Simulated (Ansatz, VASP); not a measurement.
## Cross-check of Al35SiSbN35 (Sb_N-Si_Al) between VASP and Ansatz

Wanted: the spread between two codes on one cell, functional and k mesh. The cell is taken from a series of runs on this material, whose earlier steps may have relaxed, scaled, displaced or heated it; both programs get it as it stands.

Calculated with Ansatz 0.2.0; plane waves, with VASP 6.6.1 beside it; single point at r2SCAN.

## Step 1: Starting point

The cell holds 72 atoms: 35 Al, 35 N, 1 Sb and 1 Si. Cell: a = 9.320 Å, b = 9.320 Å, c = 9.956 Å, α = 90.0°, β = 90.0°, γ = 120.0°. It derives from AlN (AlN (P6_3mc)). Nearest the centre at fractional (0.667, 0.500, 0.470): Sb71 at 1.05 Å, Si72 at 1.24 Å, N67 at 2.37 Å, N63 at 2.37 Å, N66 at 2.41 Å, Al18 at 2.76 Å, Al14 at 2.78 Å, Al19 at 2.88 Å.

Coordinates:

```xyz
72
Lattice="9.3196 0.0000 0.0000 -4.6598 8.0710 0.0000 0.0000 0.0000 9.9565" Properties=species:S:1:pos:R:3 pbc="T T T"
Al    1.5750    0.8945    2.4738
Al    0.0104    1.7958    4.9769
Al    1.5182    0.8741    7.5082
Al   -0.0030    1.7889    0.0309
Al    0.0129    3.6018    2.4745
Al   -1.5503    4.5118    4.9921
Al   -0.0327    3.5620    7.5079
Al   -1.5487    4.4879    0.0239
Al   -1.5419    6.2806    2.4874
Al   -3.0793    7.1560    4.9916
Al   -1.5333    6.2843    7.4928
Al   -3.0976    7.1711    0.0238
Al    4.6446    0.9011    2.4776
Al    3.1114    1.4130    5.1692
Al    4.7191    0.8712    7.5087
Al    3.1150    1.7079    9.8252
Al    3.1063    3.5805    1.8127
Al    1.2368    4.6685    5.1668
Al    3.1038    3.5801    7.4112
Al    1.4885    4.5275    9.8261
Al    1.5545    6.2549    2.4770
Al    0.0160    7.1771    4.9755
Al    1.5654    6.3330    7.5083
Al    0.0118    7.1770    0.0314
Al    7.7756    0.8984    2.5097
Al    6.2094    1.7862    4.9799
Al    7.7796    0.9007    7.4771
Al    6.2313    1.7934    0.0275
Al    6.2001    3.6110    2.4689
Al    6.2810    3.5667    7.4835
Al    4.7363    4.5249    9.8470
Al    4.6758    6.2487    2.4677
Al    3.1027    7.1694    4.9801
Al    4.6793    6.3406    7.4839
Al    3.1181    7.1850    0.0264
N     1.5196    0.8166    4.3890
N     0.0126    1.7951    1.9246
N     1.5124    0.8732    9.3644
N     0.0108    1.7931    6.8734
N    -0.0851    3.5967    4.3897
N    -1.5545    4.4847    1.9134
N    -0.0397    3.5628    9.3646
N    -1.5329    4.4983    6.8756
N    -1.5387    6.2862    4.3966
N    -3.1015    7.1628    1.9122
N    -1.5438    6.2822    9.3812
N    -3.0780    7.1738    6.8751
N     4.6939    0.8381    4.3896
N     3.1112    1.7029    1.7298
N     4.7141    0.8778    9.3652
N     3.1223    1.7208    7.0145
N     1.4868    4.5213    1.7317
N     3.1213    3.5943    9.3868
N     1.5075    4.5216    7.0126
N     1.5246    6.3317    4.3884
N     0.0106    7.1728    1.9115
N     1.5647    6.3314    9.3650
N     0.0122    7.1731    6.8710
N     7.7708    0.8986    4.3997
N     6.2185    1.8066    1.9342
N     7.7713    0.8987    9.3805
N     6.2307    1.7965    6.8682
N     6.2154    3.6664    4.4345
N     4.7346    4.5206    1.7429
N     6.2469    3.5729    9.3417
N     4.7487    4.5298    6.8768
N     4.7238    6.2380    4.4316
N     3.1255    7.1635    1.9318
N     4.6653    6.3126    9.3417
N     3.1235    7.1781    6.8689
Sb    3.0687    3.5554    4.2197
Si    4.8904    4.6146    5.1084
```

## Step 2: Ansatz: single point, r2SCAN

Ansatz runs on its PAW soft_1 files.

With cell and atoms fixed, the geometry can't cause a difference; cores, projectors, grids and the points listed under the comparison can.

input.yaml reads:

```yaml
crystal:
  checkpoint: "../qp1.relax.run"
  host: checkpoint
basis:
  ecutwfc: 500
  xc_grid: 2
hamiltonian:
  xc: r2scan
  pseudopotentials: { kind: paw, azcp: { folder: soft_1 } }
kpoints:
  mp_grid: { grid: [2, 2, 2], shift: [0.5, 0.5, 0.5] }
scf:
  occupations: { method: fermi_dirac, width: 0.01 }
  max_iter: 80
output:
  forces: true
  eigenvalues: true
  charged_corrections: { defect_position: [0.666667, 0.5, 0.47] }
checkpoint:
  read: "../qp1.relax.run"
  write: "../qp1.point_neutral.run"
  compress: false
  write_wavefunctions: false
  write_every: 100000
magnetization:
  spin_polarized: true
  initial_magnetization: 1
  spin_locking: { lock_magnetization: hard }
```

Run with:

```sh
ansatz run input.yaml --threads 4 --pin off --max-ram 7536MiB --backend cpu --events-out ev --progress --plain --runs-dir out
```

Numbers of over 12 decimals in the logs are rounded to 6 here.

The log of the run:

```text
Warning: This run holds its total moment fixed (magnetization.spin_locking.lock_magnetization: hard) and mixes its density by anderson or broyden (scf.mixing.algorithm, typed or taken by auto). Slabs with a fixed moment have converged under broyden above another state at the same moment, at the default mixing steps and at smaller ones, and under scf.lower_state_search: standard, light or off a state that such a mixer [...]
checkpoint.read: neither the saved density nor the saved orbitals are used: the state is of another total charge, and does not settle where this run's electrons and spins go. The run starts from its atoms. Which states do: the manual's quickstart, A charge series.
crystal.checkpoint: the structure is that of <dir>, a `relax` run, at its step 9: its result, under r2scan at a charge of 1 e; 72 atoms read, 0 with a starting moment; this deck's charge is 0 e; no density is read with it (checkpoint.read); crystal.structure_sha256 for this input is
Engine: ansatz 0.2.0, aarch64-unknown-linux-gnu
Pseudopotentials: kind: paw
Pseudopotential: Al, paw, valence charge 3, recommended cutoff 500 eV (meta_gga), soft_1/Al.paw.azcp
Pseudopotential: N, paw, valence charge 5, recommended cutoff 500 eV (meta_gga), soft_1/N.paw.azcp
Pseudopotential: Sb, paw, valence charge 15, recommended cutoff 500 eV (meta_gga), soft_1/Sb.paw.azcp
Pseudopotential: Si, paw, valence charge 4, recommended cutoff 500 eV (meta_gga), soft_1/Si.paw.azcp
Functional definition: r2SCAN
  parameter k0 = 0.174
  parameter k1 = 0.065
  parameter a1 = 4.9479
  exchange = r2scan_x(k0 = k0, k1 = k1, a1 = a1)
  correlation = r2scan_c
Crystal: 72 atoms, lattice volume = 748.907 Å³
Basis set: ecut = 500 eV, 18913 PW (Γ), exchange–correlation on 144×144×150 points (8 copies of the dense FFT grid, shifted against one another)
Bands: 222, of which v1, the nominal top of the filled ones, is band 150 counted from 1 (149 counted from 0)
Symmetry: 1 space group operations
Space group: P1 (ITA 1), of the structure as read, at distance tolerance 9.1e-5 Å
Magnetic group: BNS 1.1 (UNI 1), of the structure as read, at distance tolerance 9.1e-5 Å
k-points: 4 of 8 (time reversal used)
Non-local potential: Al, projectors of the file, l = 0: 2, l = 1: 2, l = 2: 1
Non-local potential: N, projectors of the file, l = 0: 2, l = 1: 2, l = 2: 1
Non-local potential: Sb, projectors of the file, l = 0: 2, l = 1: 2, l = 2: 2, l = 3: 1
Non-local potential: Si, projectors of the file, l = 0: 2, l = 1: 2, l = 2: 1
PAW form: soft (Blöchl's): semilocal exchange-correlation on the pseudo side does not see the compensation charge
PAW frozen core: Al, regenerated for the run's functional (the file was generated under x = pbe(κ = 0.804, μ = 0.219515), c = pbe(β = 0.066725))
PAW frozen core: N, regenerated for the run's functional (the file was generated under x = pbe(κ = 0.804, μ = 0.219515), c = pbe(β = 0.066725))
PAW frozen core: Sb, regenerated for the run's functional (the file was generated under x = pbe(κ = 0.804, μ = 0.219515), c = pbe(β = 0.066725))
PAW frozen core: Si, regenerated for the run's functional (the file was generated under x = pbe(κ = 0.804, μ = 0.219515), c = pbe(β = 0.066725))
PAW one-centre angular grid: Al, 302 points (default); XC on 160 Gauss nodes
PAW one-centre angular grid: N, 302 points (default); XC on 160 Gauss nodes
PAW one-centre angular grid: Sb, 590 points (default); XC on 160 Gauss nodes
PAW one-centre angular grid: Si, 302 points (default); XC on 160 Gauss nodes
Initial density: superposition of atomic densities (chi_scale 0.1, normalization cell, long waves kept (reshape's long-wave potential 0.30 eV rms))
Starting moments: Σ|m| = 1 μB on 72 of 72 sites
Initial wavefunctions: pseudopotential atomic-orbital guess
Functional: x = r2scan, c = r2scan; τ floored in thin density (d = 2e-4 eV/Å³)
SCF iter   1: F=—  HF=-39661.494211 eV  |F-HF|=—  |Δ(HF+E_count)|=         —  Δρ=6.68e-2 (↑6.65e-2 ↓6.68e-2)  dr2=1.63e2  dr2_τ=4.81e0  dr2_m=1.00e-2  M=1.000 μB ∫|m|=1.000 μB  β_m=1.20  ethr=3.10e-3  ⟨swp⟩=6.0  Hψ=7698  notcnv=0  defer=244
preconditioner: auto → Resta (q_TF=auto, 2.341 Å⁻¹)  ε∞=3.3  [insulator: Δε(μ)=0.309 eV  Ē_g=15.093 eV  σ=0.010 eV  W_gap=1.00  n_scr=162 (ndim 8)  ℏωp=23.1 eV  f_vac=0.000  D(μ)=0.00/eV (n_scr^D=0)  ε∞_Penn≈3.3]
spin=Collinear: Resta preconditioning applied to the charge; magnetization (m = ρ↑ − ρ↓) channel mixes plain (no charge-response kernel on spin).
[...]
atom  66  Al     0.20775398    -0.13463753    -0.34778583
  atom  67  N     -0.86510796     0.49568607    -0.70650442
  atom  68  N     -0.12589219     0.11252141    -0.34793578
  atom  69  Al     0.26716632    -0.30720679    -0.40078440
  atom  70  Al    -0.02248995     0.00839175     0.04690087
  atom  71  N      0.03928800     0.04412536     0.14104706
  atom  72  N     -0.12074434     0.11853839     0.13995880
  max |Σ_I F_I| component: 4.26e-3 eV/Å
--- Band table (eV; the first three rows and the last of 8) ---
  k-point 0 ↑: bands = [... 146 lower, 8.0610, 8.6127, 8.7748, 12.4814, 12.8937, 12.9767, 13.1698, 13.3066, ... 68 higher]
  k-point 1 ↑: bands = [... 146 lower, 8.0674, 8.6132, 8.7737, 12.4869, 12.8804, 12.9759, 13.1698, 13.3138, ... 68 higher]
  k-point 2 ↑: bands = [... 146 lower, 8.3312, 8.6389, 8.8672, 12.3664, 12.7072, 12.8174, 13.0326, 13.2834, ... 68 higher]
  k-point 3 ↓: bands = [... 146 lower, 8.3630, 8.6438, 8.8798, 12.7451, 12.9717, 13.1735, 13.2313, 13.3610, ... 68 higher]
```

## Step 3: VASP: single point, r2SCAN

The same cell, functional, mesh and smearing now go to VASP, with its own data sets.

Lines of VASP's logs that name or quote its potential files are left out, and so is its time.

INCAR reads:

```
SYSTEM = Al35SiSbN35
PREC = Accurate
ENCUT = 580
EDIFF = 1E-06
NELM = 200
ISMEAR = -1
SIGMA = 0.01
LREAL = Auto
ALGO = Normal
METAGGA = R2SCAN
LASPH = .TRUE.
NBANDS = 200
ISPIN = 2
MAGMOM = 0 0 0 0 0 0 0 0 0 0 0 0 0 0.01 0 0 0 0.01 0.01 0 0 0 0 0 -0 0 0 0 0 0 0 0 0 0 0 0 0 0 0 0 0 0 0.01 0.02 0 0 0.01 0 0 0 0.01 0 0.01 0.01 0 0 0 0.01 0.01 0.01 0 0 0.01 0 0 0.01 0.02 0.01 0 0 0 0.03
LORBIT = 11
LWAVE = .FALSE.
LCHARG = .FALSE.
ISIF = 2
ISYM = 0
NUPDOWN = 1
GGA_COMPAT = .FALSE.
LMIXTAU = .TRUE.
KPAR = 4
```

POSCAR reads:

```
Al35SiSbN35
1.0
    9.3195655359      0.0000000860      0.0000000000
   -4.6597828424      8.0709804634      0.0000000000
    0.0000000000      0.0000000000      9.9564777190
Al N Sb Si
35 35 1 1
Direct
    0.2244187134      0.1108332523      0.2484617348
    0.1123676964      0.2224974031      0.4998675335
    0.2170510252      0.1082965615      0.7541059988
    0.1104971012      0.2216468478      0.0031081872
    0.2245207549      0.4462641423      0.2485324988
    0.1131599377      0.5590171706      0.5013947387
    0.2171604351      0.4413367576      0.7540726611
    0.1118560406      0.5560569484      0.0023980978
    0.2236415229      0.7781710429      0.2498269477
    0.1129000357      0.8866329635      0.5013452298
    0.2247942545      0.7786317603      0.7525533099
    0.1118699769      0.8885004181      0.0023923034
    0.5541901007      0.1116430915      0.2488436121
    0.4213893576      0.1750668822      0.5191771641
    0.5603359694      0.1079482854      0.7541559021
    0.4400461596      0.2116158581      0.9868197639
    0.5551276263      0.4436310610      0.1820580680
    0.4219269578      0.5784289663      0.5189375512
    0.5548257442      0.4435745325      0.7443556495
    0.4401964061      0.5609656479      0.9869050830
    0.5542904781      0.7749908881      0.2487856312
    0.4463376239      0.8892464578      0.4997284115
    0.5603051572      0.7846630153      0.7541112898
    0.4458774518      0.8892322340      0.0031514800
    0.8899871133      0.1113134430      0.2520673150
    0.7769278458      0.2213135574      0.5001694051
    0.8905557019      0.1115967922      0.7509774492
    0.7797333452      0.2222081357      0.0027617063
    0.8889775640      0.4473996153      0.2479703262
    0.8949152216      0.4419212133      0.7516256947
    0.7885349062      0.5606435847      0.9890012996
    0.8888306265      0.7742229590      0.2478479521
    0.7770651289      0.8882907290      0.5001915140
    0.8949009578      0.7856033811      0.7516624816
    0.7796932491      0.8902251625      0.0026530531
    0.2136443695      0.1011805456      0.4408201629
    0.1125606149      0.2224082013      0.1932985318
    0.2163750812      0.1081902083      0.9405373665
    0.1122387291      0.2221652928      0.6903417844
    0.2136911406      0.4456391011      0.4408873587
    0.1110328685      0.5556560122      0.1921731583
    0.2164581446      0.4414299099      0.9405497631
    0.1141908346      0.5573474030      0.6905641697
    0.2243280057      0.7788637281      0.4415828917
    0.1109414527      0.8874795475      0.1920574562
    0.2235274834      0.7783642016      0.9422208615
    0.1141450788      0.8888382958      0.6905164188
    0.5555802248      0.1038428809      0.4408769400
    0.4393279329      0.2109882270      0.1737349818
    0.5602048793      0.1087629687      0.9406109178
    0.4416369444      0.2132125937      0.7045116411
    0.4396331934      0.5601938671      0.1739233106
    0.5575899171      0.4453398493      0.9427852492
    0.4418685312      0.5602255838      0.7043208759
    0.5558439264      0.7845073150      0.4407625960
    0.4454951113      0.8887126991      0.1919874347
    0.5601194047      0.7844592133      0.9405915731
    0.4456879316      0.8887499762      0.6901051830
    0.8894850235      0.1113419328      0.4418950949
    0.7791680288      0.2238403298      0.1942637653
    0.8895445792      0.1113544506      0.9421469507
    0.7798588985      0.2225919896      0.6898232586
    0.8940560563      0.4542701224      0.4453889267
    0.7880783840      0.5601014850      0.1750555525
    0.8916418203      0.4426826628      0.9382521568
    0.7901610785      0.5612490477      0.6906856870
    0.8933152762      0.7728945515      0.4450927951
    0.7791545567      0.8875662320      0.1940285341
    0.8916580519      0.7821354399      0.9382524097
    0.7798382362      0.8893767089      0.6898876947
    0.5495321095      0.4405142165      0.4238143573
    0.8106157318      0.5717504683      0.5130686083
```

KPOINTS reads:

```
Points of the shifted mesh
8
Reciprocal
 0.2500000000  0.2500000000  0.2500000000 1
 0.2500000000  0.2500000000  0.7500000000 1
 0.2500000000  0.7500000000  0.2500000000 1
 0.2500000000  0.7500000000  0.7500000000 1
 0.7500000000  0.2500000000  0.2500000000 1
 0.7500000000  0.2500000000  0.7500000000 1
 0.7500000000  0.7500000000  0.2500000000 1
 0.7500000000  0.7500000000  0.7500000000 1
```

Potentials, in the order of the species: Al, N, Sb and Si (PBE family, release 64).

Run with:

```sh
mpirun -np 8 vasp_std
```

The log of the run:

```text
[banner, memory and clock lines left out]
running    8 mpi-ranks, on    1 nodes
[...]
|                                                                             |
|           W    W    AA    RRRRR   N    N  II  N    N   GGGG   !!!           |
|           W    W   A  A   R    R  NN   N  II  NN   N  G    G  !!!           |
|           W    W  A    A  R    R  N N  N  II  N N  N  G       !!!           |
|           W WW W  AAAAAA  RRRRR   N  N N  II  N  N N  G  GGG   !            |
|           WW  WW  A    A  R   R   N   NN  II  N   NN  G    G                |
|           W    W  A    A  R    R  N    N  II  N    N   GGGG   !!!           |
|                                                                             |
|     For optimal performance we recommend to set                             |
|       NCORE = 2 up to number-of-cores-per-socket                            |
|     NCORE specifies how many cores store one orbital (NPAR=cpu/NCORE).      |
|     This setting can greatly improve the performance of VASP for DFT.       |
[...]
|                                                                             |
|     You enforced a specific xc type in the INCAR file but a different       |
|     [... a line on the potential file left out ...]
|     I HOPE YOU KNOW WHAT YOU ARE DOING!                                     |
|                                                                             |

 LDA part: xc-table for (None), standard interpolation
 POSCAR, INCAR and KPOINTS ok, starting setup
[...]
entering main loop
       N       E                     dE             d eps       ncg     rms          rms(c)
DAV:   1     0.116113743000E+04    0.11611E+04   -0.14710E+05  6400   0.148E+03
DAV:   2    -0.697251298011E+03   -0.18584E+04   -0.17689E+04  7920   0.295E+02
DAV:   3    -0.848864754685E+03   -0.15161E+03   -0.15005E+03  7808   0.911E+01
DAV:   4    -0.851666035054E+03   -0.28013E+01   -0.27885E+01  7616   0.128E+01
[...]
DAV:  25    -0.697519338363E+03   -0.79330E-05   -0.69127E-06  6920   0.739E-03    0.396E-03
DAV:  26    -0.697519339630E+03   -0.12673E-05   -0.36659E-06  6320   0.542E-03    0.426E-03
DAV:  27    -0.697519339027E+03    0.60297E-06   -0.67212E-07  3984   0.219E-03
   1 F= -.69751934E+03 E0= -.69751934E+03  d E =-.153604E-05  mag=     1.0000
```

From OUTCAR (step 3):

```text
  FREE ENERGIE OF THE ION-ELECTRON SYSTEM (eV)
  ---------------------------------------------------
  free  energy   TOTEN  =      -697.5193390269 eV

  energy  without entropy=     -697.5193374909  energy(sigma->0) =     -697.51933826

 magnetization (x)
# of ion       s       p       d       tot
------------------------------------------
    1        0.001   0.000   0.000   0.001
    2        0.001   0.002   0.000   0.003
    3        0.002   0.001   0.000   0.004
    4        0.001   0.001   0.000   0.001
    5        0.001   0.000   0.000   0.001
    6       -0.000   0.005   0.000   0.005
    7        0.002   0.001   0.000   0.003
    8        0.001   0.000   0.000   0.001
    9        0.001   0.001   0.000   0.002
   10       -0.000   0.005   0.000   0.005
   11       -0.000   0.000   0.000   0.000
   12        0.000   0.000   0.000   0.001
   13        0.001   0.000   0.000   0.001
[...]
--------------------------------------------------
tot          0.171   0.161   0.001   0.333
```

The run ends at a pressure of 6.86 GPa, with forces up to 2.8 eV/Å.

## Step 4: Differences

Known differences besides the potentials themselves: VASP starts from the moments at which Ansatz ended; VASP keeps PBE cores, Ansatz makes them for the functional; the data sets hold 299 valence electrons in Ansatz (on its PAW soft_1 files) and 289 in VASP; the cutoff is 500 eV in Ansatz and 580 eV in VASP (PREC = Accurate, projectors in real space); site moments are counted in spheres of each program's own size. Total energies have different zeros and are not compared.

Compared:

| quantity | Ansatz | VASP | difference |
| --- | --- | --- | --- |
| total moment, fixed by the input (μB) | 1.00 | 1.00 | 0.00 |
| moment on Si72 (μB) | 0.03 | 0.05 | -0.03 |

Forces on 9 of the 72 atoms, those with the largest forces and the largest differences (eV/Å; atoms numbered as in POSCAR):

| atom | Ansatz x, y, z | VASP x, y, z |
| --- | --- | --- |
| Al6 | -0.925, 0.624, 0.276 | -0.947, 0.637, 0.293 |
| Al10 | 0.072, -0.988, 0.301 | 0.066, -1.017, 0.313 |
| Al18 | -0.325, 0.197, -0.005 | -0.381, 0.230, 0.023 |
| N44 | 0.478, 0.149, -0.632 | 0.487, 0.160, -0.641 |
| N63 | -0.026, -1.119, -0.734 | -0.009, -1.160, -0.769 |
| N66 | -0.641, -0.349, 0.572 | -0.652, -0.355, 0.611 |
| N67 | -0.865, 0.496, -0.707 | -0.888, 0.531, -0.740 |
| Sb71 | -0.030, 0.001, -0.037 | -0.088, -0.039, -0.109 |
| Si72 | 2.206, 1.304, 0.700 | 2.341, 1.385, 0.766 |

The forces differ by 17 meV/Å r.m.s., which is 5.5 % of the r.m.s. force of 0.315 eV/Å (both taken over all components).

## Step 5: Outcome

```json
{
  "r.m.s. force difference (single point, r2SCAN)": "5.5 % of the r.m.s. force"
}
```

What this shows: The r.m.s. force difference is 5.5 % of the r.m.s. force (single point, r2SCAN), beyond the 3 % picked in this series as the mark of a large difference. The data sets hold unlike numbers of valence electrons (299 in Ansatz and 289 in VASP), so part of the differences comes from the potentials. What causes the difference of the single point, r2SCAN pair stays open here. Such differences can come from data sets, numerical settings and the points named under the comparisons, not from the functional's error against experiment.

[Lines on the potential files, build, host, timing and source positions are cut from VASP's logs without a mark.]

[Logs are printed without paths, hosts, clocks, repeated set-up lines and the standing remarks that a program may print on its own settings, such as how far it seeks lower states.]

[Hosts, paths, dates, database ids (printed as entryN), source tags and the programs' standing remarks are cut or masked in the printed files.]
